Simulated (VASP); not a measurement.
The system is ZnS.

```
Zn S
1.0
     0.00000    2.70200    2.70200
     2.70200    0.00000    2.70200
     2.70200    2.70200    0.00000
Zn S
1 1
Cartesian
  1.3510 1.3510 1.3510
  0.0000 0.0000 0.0000
```

```yaml
Program: VASP 6.6.1
Task: relaxation of cell and atoms
Functional: PBEsol
Potentials_or_basis: VASP PAW PBE potentials, release 64 (Zn, S)
Cutoff: 600 eV
k_mesh: 10 × 10 × 10
Occupations: gaussian, width 0.03 eV
Spin: no spin polarisation
```

At the start: pressure -1.7 GPa; volume 19.73 Å³/atom.

Where does the relaxation end?

Over 3 steps the energy falls by 2.7 meV/atom and the volume is 19.26 Å³/atom (-2.4 %); space group F-43m (No. 216, to 0.05 Å).

The path:
```tsv
step	energy change (eV)	largest force (eV/Å)	pressure (GPa)	volume (Å³)
1	0.0000	0.0000	-1.73	39.45
2	-0.0049	0.0000	0.60	38.25
3	-0.0054	0.0000	-0.03	38.51
```

Final structure:
```cif
data_structure
_symmetry_space_group_name_H-M 'P 1'
_symmetry_Int_Tables_number 1
_cell_length_a 3.7906
_cell_length_b 3.7906
_cell_length_c 3.7906
_cell_angle_alpha 60.000
_cell_angle_beta 60.000
_cell_angle_gamma 60.000
_cell_volume 38.51
loop_
_atom_site_label
_atom_site_type_symbol
_atom_site_fract_x
_atom_site_fract_y
_atom_site_fract_z
_atom_site_occupancy
Zn1 Zn 0.25000 0.25000 0.25000 1
S1 S 0.00000 0.00000 0.00000 1
```

Caveat: the PAW data sets were made with another functional, which shifts forces and pressure a little.
